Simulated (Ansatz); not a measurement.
Geometry optimisation, Ansatz, DFT PBE, scalar-relativistic, plane waves, PAW.

The input (input.yaml):

```yaml
crystal:
  lattice:
    - [-5.153988, -5.228109, 0.0]
    - [5.153988, -5.228109, 0.0]
    - [-1.747732, 0.0, 10.515136]
  atoms:
    - { symbol: Zr, position: [0.6592279, 0.3829187, 0.3952012] }
    - { symbol: Zr, position: [0.8670813, 0.5907721, 0.1452012] }
    - { symbol: Zr, position: [0.1329187, 0.4092279, 0.3547988] }
    - { symbol: Zr, position: [0.3407721, 0.6170813, 0.1047988] }
    - { symbol: O, position: [0.3822517, 0.4514603, 0.4219141] }
    - { symbol: O, position: [0.2985397, 0.3677483, 0.1719141] }
    - { symbol: O, position: [0.0959413, 0.6466383, 0.0106978] }
    - { symbol: O, position: [0.8966383, 0.3459413, 0.2393022] }
    - { symbol: O, position: [0.1033617, 0.6540587, 0.2606978] }
    - { symbol: O, position: [0.9040587, 0.3533617, 0.4893022] }
    - { symbol: O, position: [0.7014603, 0.6322517, 0.3280859] }
    - { symbol: O, position: [0.6177483, 0.5485397, 0.0780859] }
    - { symbol: Zr, position: [0.6592279, 0.3829187, 0.8952012] }
    - { symbol: Zr, position: [0.8670813, 0.5907721, 0.6452012] }
    - { symbol: Zr, position: [0.1329187, 0.4092279, 0.8547988] }
    - { symbol: Zr, position: [0.3407721, 0.6170813, 0.6047988] }
    - { symbol: O, position: [0.3822517, 0.4514603, 0.9219141] }
    - { symbol: O, position: [0.2985397, 0.3677483, 0.6719141] }
    - { symbol: O, position: [0.0959413, 0.6466383, 0.5106978] }
    - { symbol: O, position: [0.8966383, 0.3459413, 0.7393022] }
    - { symbol: O, position: [0.1033617, 0.6540587, 0.7606978] }
    - { symbol: O, position: [0.9040587, 0.3533617, 0.9893022] }
    - { symbol: O, position: [0.7014603, 0.6322517, 0.8280859] }
    - { symbol: O, position: [0.6177483, 0.5485397, 0.5780859] }
    - { symbol: Zr, position: [0.1592279, 0.8829187, 0.3952012] }
    - { symbol: Zr, position: [0.3670813, 0.0907721, 0.1452012] }
    - { symbol: Zr, position: [0.6329187, 0.9092279, 0.3547988] }
    - { symbol: Zr, position: [0.8407721, 0.1170813, 0.1047988] }
    - { symbol: O, position: [0.8822517, 0.9514603, 0.4219141] }
    - { symbol: O, position: [0.7985397, 0.8677483, 0.1719141] }
    - { symbol: O, position: [0.5959413, 0.1466383, 0.0106978] }
    - { symbol: O, position: [0.3966383, 0.8459413, 0.2393022] }
    - { symbol: O, position: [0.6033617, 0.1540587, 0.2606978] }
    - { symbol: O, position: [0.4040587, 0.8533617, 0.4893022] }
    - { symbol: O, position: [0.2014603, 0.1322517, 0.3280859] }
    - { symbol: O, position: [0.1177483, 0.0485397, 0.0780859] }
    - { symbol: Zr, position: [0.1592279, 0.8829187, 0.8952012] }
    - { symbol: Zr, position: [0.3670813, 0.0907721, 0.6452012] }
    - { symbol: Zr, position: [0.6329187, 0.9092279, 0.8547988] }
    - { symbol: Zr, position: [0.8407721, 0.1170813, 0.6047988] }
    - { symbol: O, position: [0.8822517, 0.9514603, 0.9219141] }
    - { symbol: O, position: [0.7985397, 0.8677483, 0.6719141] }
    - { symbol: O, position: [0.5959413, 0.1466383, 0.5106978] }
    - { symbol: O, position: [0.3966383, 0.8459413, 0.7393022] }
    - { symbol: O, position: [0.6033617, 0.1540587, 0.7606978] }
    - { symbol: O, position: [0.4040587, 0.8533617, 0.9893022] }
    - { symbol: O, position: [0.2014603, 0.1322517, 0.8280859] }
    - { symbol: O, position: [0.1177483, 0.0485397, 0.5780859] }
    - { symbol: Zr, position: [0.5651365, 0.9176079, 0.6088632] }
basis:
  ecutwfc: 420.0
kpoints:
  mp_grid: { grid: [2, 2, 1] }
hamiltonian:
  xc: pbe
  pseudopotentials: { kind: paw, azcp: { folder: soft_1 } }
scf:
  occupations: { method: gaussian, width: 0.05 }
  lower_state_search: "off"
relax:
  f_tol: 0.03
  max_steps: 60
  adjacent_minimum: "off"
```

Command:

```bash
$ ansatz run input.yaml --threads 4 --pin off --max-ram 10240MiB --backend cpu --events-out ev --progress --plain --runs-dir out
```

Question: Where does it end, and by what steps?

Answer: The forces met the threshold. Limits of this set-up: coarse k mesh, a small cell, in which the defect meets its images, a typed lattice constant that wasn't relaxed here. After 10 steps the energy has fallen by 12.608 eV; Zr49 moved furthest, 0.66 Å. The start is strongly strained (largest force component 26 eV/Å).

| step | energy less start (eV) | largest force component (eV/Å) | accepted |
| --- | --- | --- | --- |
| 0 | 0.0000 | 25.967 | yes |
| 1 | -7.6583 | 11.005 | yes |
| 2 | -10.7090 | 2.828 | yes |
| 3 | -12.1323 | 1.463 | yes |
| 4 | -12.5616 | 0.334 | yes |
| 5 | -12.5414 | 0.344 | no |
| 6 | -12.5908 | 0.254 | yes |
| 7 | -12.6003 | 0.182 | yes |
| 8 | -12.6067 | 0.081 | yes |
| 9 | -12.6077 | 0.053 | yes |
| 10 | -12.6081 | 0.021 | yes |

```xyz
49
Lattice="-5.1540 -5.2281 0.0000 5.1540 -5.2281 0.0000 -1.7477 0.0000 10.5151" Properties=species:S:1:pos:R:3
Zr -2.105 -5.439 4.162
Zr -1.656 -7.621 1.555
Zr 0.806 -2.829 3.723
Zr 1.256 -5.013 1.104
O -0.468 -4.228 4.522
O 0.031 -3.571 1.865
O 2.811 -3.887 0.151
O -3.221 -6.520 2.533
O 2.375 -3.944 2.751
O -3.648 -6.583 5.134
O -0.832 -6.859 3.425
O -0.421 -6.192 0.758
Zr -2.986 -5.434 9.413
Zr -2.606 -7.698 6.855
Zr -0.063 -2.835 9.073
Zr 0.396 -4.899 6.366
O -1.324 -4.275 9.773
O -0.857 -3.588 7.224
O 1.933 -3.857 5.361
O -4.122 -6.510 7.864
O 1.459 -3.921 8.071
O -4.533 -6.562 10.441
O -1.755 -6.902 8.680
O -1.348 -6.113 6.141
Zr 3.102 -5.411 4.128
Zr -1.617 -2.390 1.469
Zr 0.930 -8.041 3.575
Zr -3.885 -5.031 1.109
O -0.489 -9.356 4.610
O -0.026 -8.863 1.900
O -2.319 -3.914 0.091
O 1.974 -6.502 2.441
O -2.688 -4.003 2.686
O 1.530 -6.464 5.062
O -0.816 -1.606 3.299
O -0.382 -0.994 0.712
Zr 2.192 -5.445 9.400
Zr -2.388 -2.345 6.798
Zr -0.131 -8.086 9.040
Zr -4.758 -5.191 6.359
O -1.349 -9.484 9.876
O -1.122 -9.142 7.294
O -3.279 -3.834 5.345
O 1.080 -6.442 7.709
O -3.774 -3.849 7.894
O 0.633 -6.559 10.378
O -1.692 -1.617 8.649
O -1.181 -1.091 5.836
Zr 0.140 -7.760 6.162
```

Whether the end is a true minimum wasn't checked by a vibrational analysis.

The run took 110 s on 4 threads of Arm Neoverse V1 (shared host), peak memory 2.6 GiB.
